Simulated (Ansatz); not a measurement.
**Rh under changes of volume**

One of the cells (14.302 Å³/atom); the others are scaled copies at fixed shape and fractional positions:

```
CELL_PARAMETERS angstrom
2.73098 0.00000 0.00000
-1.36549 2.36510 0.00000
0.00000 0.00000 4.42849
ATOMIC_POSITIONS crystal
Rh 0.33333 0.66667 0.25000
Rh 0.66667 0.33333 0.75000
```

This isn't the form of Rh at room conditions, which is fcc.

| Item | Value |
| --- | --- |
| Program | Ansatz 0.2.0 |
| Functional | PBEsol |
| Potentials or basis | Ansatz PAW |
| Cutoff | 420 eV (not typed: the program's choice for these potentials) |
| k mesh | 11 × 11 × 6 |
| Occupations | fermi-dirac, width 0.05 eV |
| Spin | no spin polarisation |

```tsv
volume (Å³/atom)	energy over the lowest point (meV/atom)	pressure (GPa)
13.444	0.00	2.5
13.730	1.37	-3.6
14.016	12.96	-9.0
14.302	33.50	-13.7
14.588	61.89	-17.8
14.874	97.17	-21.4
15.160	?	?
```

Q: What does the run at 15.160 Å³/atom give?

A: Energy over the lowest point 138.46 meV/atom; pressure -24.5 GPa.

Worked out: A Birch-Murnaghan fit of order 3 (a polynomial in V^(-2/3)) to the other rows has its minimum at 13.55 Å³/atom with B0 = V·E''(V) = 294 GPa and B' = 5.2 at fixed shape and positions, which overstates the stiffness. It gives 138.47 meV/atom at 15.160 Å³/atom, against the run's 138.46, and -dE/dV = -24.7 GPa, against -24.5.

Energies are extrapolated to zero smearing.

Caveats: the PAW data sets come from PBE, with cores solved anew for the run's functional, which leaves a small shift of forces and pressure.
